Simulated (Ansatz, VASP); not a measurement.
# Al (Al wire along [111], 19 atoms a period) in two plane-wave programs

One calculation is typed for both programs; each brings its own data sets. How far apart do they land? The structure shown is the start of the Ansatz relaxation below; VASP solves that cell, so the two are compared at the walk's first step.

Method: plane waves, with VASP 6.6.1 beside it; single point at PBE, in Ansatz 0.2.0.

### Step 1. Set-up

The cell holds 19 atoms: 19 Al. Its edges and angles: a = 12.513 Å, b = 13.397 Å, c = 6.997 Å, α = 90.0°, β = 90.0°, γ = 90.0°. Vacuum lies along a and b. The structure's axis is c.

### Step 2. Ansatz: relaxation, PBE

Ansatz runs on its PAW soft_1 files.

The two programs are compared at the cell with which this relaxation starts, whose forces are those of its first step.

input.yaml

```yaml
crystal:
  lattice:
    - [12.513, 0.0, 0.0]
    - [0.0, 13.397, 0.0]
    - [0.0, 0.0, 6.9974852626]
  atoms:
    - { symbol: Al, position: [0.385867154, 0.315343849, 0.0] }
    - { symbol: Al, position: [0.500016894, 0.500010912, 0.0] }
    - { symbol: Al, position: [0.614166634, 0.315343849, 0.0] }
    - { symbol: Al, position: [0.728316374, 0.500010912, 0.0] }
    - { symbol: Al, position: [0.271717414, 0.623122287, 0.333333333] }
    - { symbol: Al, position: [0.385867154, 0.438455224, 0.333333333] }
    - { symbol: Al, position: [0.500016894, 0.623122287, 0.333333333] }
    - { symbol: Al, position: [0.500016894, 0.253788162, 0.333333333] }
    - { symbol: Al, position: [0.614166634, 0.438455224, 0.333333333] }
    - { symbol: Al, position: [0.728316374, 0.623122287, 0.333333333] }
    - { symbol: Al, position: [0.271717414, 0.376899537, 0.666666667] }
    - { symbol: Al, position: [0.385867154, 0.5615666, 0.666666667] }
    - { symbol: Al, position: [0.500016894, 0.376899537, 0.666666667] }
    - { symbol: Al, position: [0.500016894, 0.746233662, 0.666666667] }
    - { symbol: Al, position: [0.614166634, 0.5615666, 0.666666667] }
    - { symbol: Al, position: [0.728316374, 0.376899537, 0.666666667] }
    - { symbol: Al, position: [0.271717414, 0.500010912, 0.0] }
    - { symbol: Al, position: [0.385867154, 0.684677975, 0.0] }
    - { symbol: Al, position: [0.614166634, 0.684677975, 0.0] }
kpoints:
  mp_grid: { grid: [1, 1, 12] }
scf:
  occupations: { method: fermi_dirac, width: 0.05 }
hamiltonian:
  xc: pbe
  pseudopotentials: { kind: paw, azcp: { folder: soft_1 } }
relax:
  cell: { fix: [a, b, alpha, beta, gamma] }
  max_steps: 45
  f_tol: 0.03
```

Launch:

```sh
> ansatz run input.yaml --threads 8 --pin off --max-ram 16384MiB --backend cpu --events-out ev --progress --plain --runs-dir out
```

Numbers of over 12 decimals in the logs are rounded to 6 here.

What it wrote:

```text
Engine: ansatz 0.2.0, x86_64-unknown-linux-gnu
Pseudopotentials: kind: paw
Pseudopotential: Al, paw, valence charge 3, recommended cutoff 420 eV (normal), soft_1/Al.paw.azcp
Functional definition: PBE
  parameter kappa = 0.804
  parameter beta = 0.066725
  exchange = pbe_x(kappa = kappa, mu = beta*pi^2/3)
  correlation = pbe_c(beta = beta)
Crystal: 19 atoms, lattice volume = 1173.035 Å³
Basis set: ecut = 420 eV, 22979 PW (Γ), exchange–correlation on 180×180×96 points (8 copies of the dense FFT grid, shifted against one another)
Bands: 48, of which v1, the nominal top of the filled ones, is band 29 counted from 1 (28 counted from 0)
Symmetry: 4 space group operations
Space group: P2/m (ITA 10), of the structure as read, at distance tolerance 1.1e-4 Å
k-points: 7 of 12
Non-local potential: Al, projectors of the file, l = 0: 2, l = 1: 2, l = 2: 1
PAW form: soft (Blöchl's): semilocal exchange-correlation on the pseudo side does not see the compensation charge
PAW one-centre angular grid: Al, 110 points (default); XC on 64 Gauss nodes
Initial density: superposition of atomic densities (neutral atoms: chi_scale 0, normalization atom)
Initial wavefunctions: pseudopotential atomic-orbital guess
Functional: x = pbe(κ = 0.804, μ = 0.219515), c = pbe(β = 0.066725)
SCF iter   1: F=—  HF=-10205.585964 eV  |F-HF|=—  |Δ(HF+E_count)|=         —  Δρ=1.80e-2  dr2=3.12e1  ethr=3.10e-3  ⟨swp⟩=8.9  Hψ=2084  notcnv=0  defer=7
preconditioner: auto → LDOS  [metal: Δε(μ)=0.025 eV  Ē_g=5.655 eV  σ=0.050 eV  W_gap=0.13  n_scr=86 (ndim 8)  ℏωp=8.1 eV  f_vac=0.409  D(μ)=19.57/eV (n_scr^D=94)  β→1.0]
SCF iter   2: F=—  HF=-10200.543273 eV  |F-HF|=—  |Δ(HF+E_count)|=    5.04e0  Δρ=1.10e-2  dr2=2.53e0  ethr=3.10e-3  ⟨swp⟩=4.1  Hψ=906  notcnv=0  defer=35
SCF iter   3: F=—  HF=-10200.643367 eV  |F-HF|=—  |Δ(HF+E_count)|=   1.00e-1  Δρ=2.20e-3  dr2=5.05e-1  ethr=3.10e-3  ⟨swp⟩=3.6  Hψ=660  notcnv=0  defer=50
SCF iter   4: F=—  HF=-10200.584818 eV  |F-HF|=—  |Δ(HF+E_count)|=   5.85e-2  Δρ=8.53e-4  dr2=6.20e-2  ethr=8.86e-4  ⟨swp⟩=2.1  Hψ=423  notcnv=0  defer=50
SCF iter   5: F=—  HF=-10200.579815 eV  |F-HF|=—  |Δ(HF+E_count)|=   5.00e-3  Δρ=3.78e-4  dr2=4.94e-3  ethr=1.09e-4  ⟨swp⟩=2.0  Hψ=472  notcnv=0  defer=50
SCF iter   6: F=—  HF=-10200.579355 eV  |F-HF|=—  |Δ(HF+E_count)|=   4.60e-4  Δρ=1.16e-4  dr2=4.27e-4  ethr=8.66e-6  ⟨swp⟩=2.1  Hψ=501  notcnv=0  defer=50
SCF iter   7: F=—  HF=-10200.579340 eV  |F-HF|=—  |Δ(HF+E_count)|=   1.48e-5  Δρ=3.48e-5  dr2=4.04e-5  ethr=7.49e-7  ⟨swp⟩=2.4  Hψ=489  notcnv=0  defer=50
SCF iter   8: F=—  HF=-10200.579510 eV  |F-HF|=—  |Δ(HF+E_count)|=   1.70e-4  Δρ=1.26e-5  dr2=4.78e-6  ethr=7.09e-8  ⟨swp⟩=2.4  Hψ=576  notcnv=0  defer=50
SCF iter   9: F=—  HF=-10200.579510 eV  |F-HF|=—  |Δ(HF+E_count)|=   7.63e-8  Δρ=5.24e-6  dr2=1.05e-6  ethr=8.38e-9  ⟨swp⟩=2.4  Hψ=508  notcnv=0  defer=50
SCF iter  10: F=—  HF=-10200.579510 eV  |F-HF|=—  |Δ(HF+E_count)|=   7.98e-8  Δρ=1.75e-6  dr2=1.24e-7  ethr=1.85e-9  ⟨swp⟩=2.9  Hψ=509  notcnv=0  defer=50
SCF iter  11: F=-10200.579510 eV  HF=-10200.579510 eV  |F-HF|=6.09e-9  |Δ(HF+E_count)|=   1.69e-8  Δρ=6.55e-7  dr2=1.37e-8  ethr=1.75e-10  ⟨swp⟩=4.6  Hψ=1008  notcnv=0
SCF 1 converged in 11 iterations: F = -10200.579510 eV  dr2 = 1.37e-8
  greatest PAW one-centre occupation: 0.516 electrons in one spin orbital (limit 2), on the Al atom at site 13 (counted from 0), in its partial waves of l = 0
relax step   1: F+E_penalty+E_count = -10200.57951021 eV  Δ(F+E_penalty+E_count) = +0.000e0 eV  max|allowed force component| = 4.724e-1 eV/Å  Δτ_max = 0.0000 Å  P = -1.132 GPa  Ω = 1173.035 Å³  fix = [a, b, alpha, beta, gamma]  reactions: a -0.442, b -0.524 GPa; alpha +0.027 GPa/rad  (11 SCF iters, dr2 threshold 1.00e-7 eV, accepted)
[...]
relax step   6: F+E_penalty+E_count = -10201.87073152 eV  Δ(F+E_penalty+E_count) = +7.592e-4 eV  max|allowed force component| = 5.728e-2 eV/Å  Δτ_max = 0.0276 Å  P = +0.010 GPa  Ω = 1100.569 Å³  energy of the carried Pulay correction = +4.177e-3 eV  fix = [a, b, alpha, beta, gamma]  (6 SCF iters, dr2 threshold 8.70e-8 eV, rejected (line search))
[...]
relax step   7: F+E_penalty+E_count = -10201.87256518 eV  Δ(F+E_penalty+E_count) = -1.074e-3 eV  max|allowed force component| = 3.022e-3 eV/Å  Δτ_max = 0.0083 Å  P = -0.016 GPa  Ω = 1102.125 Å³  energy of the carried Pulay correction = +4.085e-3 eV  fix = [a, b, alpha, beta, gamma]  reactions: a -0.049, b +0.003 GPa; alpha +0.001 GPa/rad  (8 SCF iters, accepted)
[...]
relax step   8: F+E_penalty+E_count = -10201.87024527 eV  Δ(F+E_penalty+E_count) = +2.320e-3 eV  max|allowed force component| = 3.117e-3 eV/Å  Δτ_max = 0.0000 Å  P = -0.021 GPa  Ω = 1102.125 Å³  fix = [a, b, alpha, beta, gamma]  reactions: a -0.052, b -0.000 GPa; alpha +0.001 GPa/rad  stress off target by 9.49e-3 GPa on what of the cell is left free  SCF on the basis re-selected at this cell (its energy is not comparable with the rows above)  (5 SCF iters)
basis re-selected at this cell: Δ(F+E_penalty+E_count) = +2.320e-3 eV, ΔP = -0.004 GPa vs the last step (what re-selecting the basis moved, of the pressure what is left beyond the Pulay correction that the steps carried, after the strain that the cell walked since its last selection, with what the two solves' SCF thresholds leave and, on support functions, any second-order correction that the steps lacked; it is no measure of the basis error at this ecutwfc). The dense FFT grid was sized anew with the basis: this SCF ran on 90×90×45 points, the steps before it on 90×90×48, so part of this shift can come from that change (see relax.cell in the input reference). [rest of the remark cut]
SCF converged after 5 iterations
Free energy (F): -10201.870245 eV
Harris-Foulkes:  -10201.870245 eV  (|F-HF|=1.60e-10)
Internal energy: -10201.825550 eV  (E = F + TS)
E sigma→0 (E₀):  -10201.847898 eV
Entropy (-TS):   -0.044695 eV (-2.352 meV/atom)
Fermi energy:    -0.539996 eV
--- Per-component energies (eV) ---
  E_band       = -249.854957
  E_kinetic    = 394.878900
  E_local      = -3896.692695  (includes V_loc(G=0)·N_el)
  E_nonlocal   = 197.743428
  E_hartree    = 1822.194553
  E_xc         = -693.152662
  E_vxc        = -522.765509  (∫ρ·V_xc dr)
  E_paw        = -8919.550646  (= ΣΔE_a)
  E_vpaw       = -67.407985  (= ΣTr[D̂ρ^β])
  E_aug_tail   = -0.000037  (compensation charges beyond the density's cutoff)
  E_ewald      = 892.753610
  E_smearing   = -0.044695  (= −TS)
  E_closure    = 0.000000  (closes the sum)
  Σ components = -10201.870245   (vs F -10201.870245, Δ=0.00e0)
--- Forces (eV/Å), atoms counted from 1 ---
  atom   1  Al     0.00140715     0.00098065     0.00003652
  atom   2  Al     0.00000000    -0.00000000     0.00000000
  atom   3  Al    -0.00140715     0.00098065     0.00003652
  atom   4  Al    -0.00136648    -0.00000000     0.00000000
  atom   5  Al     0.00272441    -0.00181683    -0.00037224
  atom   6  Al    -0.00172629     0.00066571    -0.00019550
  atom   7  Al    -0.00000000    -0.00188849    -0.00272192
  atom   8  Al    -0.00000000     0.00227263    -0.00311736
  atom   9  Al     0.00172629     0.00066571    -0.00019550
  atom  10  Al    -0.00272441    -0.00181683    -0.00037224
  atom  11  Al     0.00272441     0.00181683     0.00037224
  atom  12  Al    -0.00172629    -0.00066571     0.00019550
  atom  13  Al     0.00000000     0.00188849     0.00272192
  atom  14  Al    -0.00000000    -0.00227263     0.00311736
  atom  15  Al     0.00172629    -0.00066571     0.00019550
  atom  16  Al    -0.00272441     0.00181683     0.00037224
  atom  17  Al     0.00136648    -0.00000000     0.00000000
  atom  18  Al     0.00140715    -0.00098065    -0.00003652
  atom  19  Al    -0.00140715    -0.00098065    -0.00003652
  max |Σ_I F_I| component: 4.61e-19 eV/Å
--- Stress (GPa, compression-positive) ---
       -0.051887       0.000000      -0.000000
        0.000000      -0.000451      -0.000936
       -0.000000      -0.000936      -0.009487
  P = ⅓ Tr σ = -0.0206 GPa (-0.206 kbar)
--- Relaxed structure (7 steps of the walk, 5 accepted, 1 SCFs on fresh bases) ---
  F+E_penalty+E_count = -10201.87024527 eV   max|allowed force component| = 3.117e-3 eV/Å   (the final SCF, on the basis selected at the relaxed cell)
  cell:  # Å, volume = 1102.1253 Å³
    - [12.513, 0.0, 0.0]
    - [0.0, 13.397, 0]
    - [0.0, 0, 6.574488]
  atoms:
    - { symbol: Al, position: [0.384418, 0.314464, -0.00135644] }
    - { symbol: Al, position: [0.500017, 0.500010912, 1.223223846023721e-19] }
    - { symbol: Al, position: [0.615616, 0.314464, -0.00135644] }
    - { symbol: Al, position: [0.733867, 0.500010912, 1.223223846023721e-19] }
    - { symbol: Al, position: [0.275153, 0.620554, 0.312117] }
    - { symbol: Al, position: [0.373938, 0.433338, 0.334678] }
    - { symbol: Al, position: [0.500017, 0.632990, 0.336373] }
    - { symbol: Al, position: [0.500017, 0.260434, 0.310488] }
    - { symbol: Al, position: [0.626096, 0.433338, 0.334678] }
    - { symbol: Al, position: [0.724881, 0.620554, 0.312117] }
    - { symbol: Al, position: [0.275153, 0.379468, 0.687883] }
    - { symbol: Al, position: [0.373938, 0.566684, 0.665322] }
    - { symbol: Al, position: [0.500017, 0.367032, 0.663627] }
    - { symbol: Al, position: [0.500017, 0.739588, 0.689512] }
    - { symbol: Al, position: [0.626096, 0.566684, 0.665322] }
    - { symbol: Al, position: [0.724881, 0.379468, 0.687883] }
    - { symbol: Al, position: [0.266167, 0.500010912, 1.223223846023721e-19] }
    - { symbol: Al, position: [0.384418, 0.685557, 0.00135644] }
    - { symbol: Al, position: [0.615616, 0.685557, 0.00135644] }
```

Reading the cycles: dr2 is the Hartree energy of the density residual (eV), the measure of convergence; HF is the Harris–Foulkes estimate of the energy, which meets the free energy F at convergence.

(Part 1 of 2 ends here.)

[Lines on the potential files, build, host, timing and source positions are cut from VASP's logs without a mark.]

[Logs are printed without paths, hosts, clocks, repeated set-up lines and the standing remarks that a program may print on its own settings, such as how far it seeks lower states.]

[Hosts, paths, dates, database ids (printed as entryN), source tags and the programs' standing remarks are cut or masked in the printed files.]
